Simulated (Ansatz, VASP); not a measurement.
## One calculation of ScAl3N4, two programs

```
CELL_PARAMETERS angstrom
4.50055 0.00000 0.00000
0.00000 4.50055 0.00000
0.00000 0.00000 4.50055
ATOMIC_POSITIONS crystal
Sc 0.00000 0.00000 0.00000
Al 0.50000 0.50000 0.00000
Al 0.50000 0.00000 0.50000
Al 0.00000 0.50000 0.50000
N 0.73750 0.73750 0.26250
N 0.73750 0.26250 0.73750
N 0.26250 0.73750 0.73750
N 0.26250 0.26250 0.26250
```

The cell comes from a database or a generator and needn't be the stable form of this composition.

Alike in both runs: task relaxation of cell and atoms; functional PBEsol; k mesh 6 × 6 × 6; occupations gaussian, width 0.02 eV; no spin polarisation.

```csv
,VASP,Ansatz
version,VASP 6.6.1,Ansatz 0.2.0
potentials or method,"VASP PAW PBE potentials, release 64 (Sc_sv, Al, N)","scalar-relativistic, plane waves, PAW"
plane-wave cutoff (eV),600,420
valence electrons in the cell,40,40
```

```tsv
	VASP	Ansatz	Ansatz less VASP
gap on the k mesh at the Fermi level, each at its own relaxed structure (eV)	3.16	3.18	+0.014
relaxed volume (Å³/atom)	11.38	11.38	-0.007
relaxed cell length with the largest relative difference (Å)	4.499	4.498	-0.0009
```

Caveats: the PAW data sets were made with another functional, which shifts forces and pressure a little (VASP). A k mesh can miss the band edges.
